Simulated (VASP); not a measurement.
Here is a VASP 6.6.1 calculation.

The input INCAR:

```
SYSTEM = Si2W
PREC = Accurate
ENCUT = 520
EDIFF = 1E-6
ISMEAR = 1
SIGMA = 0.1
LREAL = .False.
LASPH = .True.
NELM = 80
ALGO = Normal
ISIF = 2
LWAVE = .False.
LCHARG = .False.
LMAXMIX = 4
METAGGA = R2SCAN
LMIXTAU = .True.
NBANDS = 18
KPAR = 4
```

Contents of KPOINTS:

```
Automatic mesh
0
Gamma
  16 16 16
  0 0 0
```

The input POSCAR:

```
Si2W                                    
1.0
   -1.6021137926      1.6021137926      3.9095849748
    1.6021137926     -1.6021137926      3.9095849748
    1.6021137926      1.6021137926     -3.9095849748
  Si              W             
     2     1
Direct
     0.3344596784202494    0.3344596784202494    0.0000000000000000
     0.6655403215797506    0.6655403215797506    0.0000000000000000
     0.0000000000000000    0.0000000000000000    0.0000000000000000
```

File KPOINTS_OPT:

```
explicit points
243
Reciprocal
 0.0000000000  0.0000000000  0.0000000000 1
 0.0000000000  0.0000000000  0.0357142857 1
 0.0000000000  0.0000000000  0.0714285714 1
 0.0000000000  0.0000000000  0.1071428571 1
 0.0000000000  0.0000000000  0.1428571429 1
 0.0000000000  0.0000000000  0.1785714286 1
[... 235 lines left out ...]
 0.0218079300  0.0218079300  0.4781920700 1
-0.0218079300 -0.0218079300  0.5218079300 1
```

Potentials or basis: VASP PAW PBE potentials, release 64 (Si, W_sv).

The run is started by

```console
$ cat potpaw_PBE.64/Si/POTCAR potpaw_PBE.64/W_sv/POTCAR > POTCAR
$ mpirun -np 4 vasp_std > vasp.out
```

(1) Estimate the band gap along the path.

(2) What does it give for the largest force?

(3) Estimate the pressure.

Answers

(1) none (metal or under the smearing width).

(2) 0.044 eV/Å.

(3) 0.7 GPa.

Caveat: the PAW data sets were made with another functional, which shifts forces and pressure a little; spin-orbit coupling is left out, which moves the levels of the heavy elements.
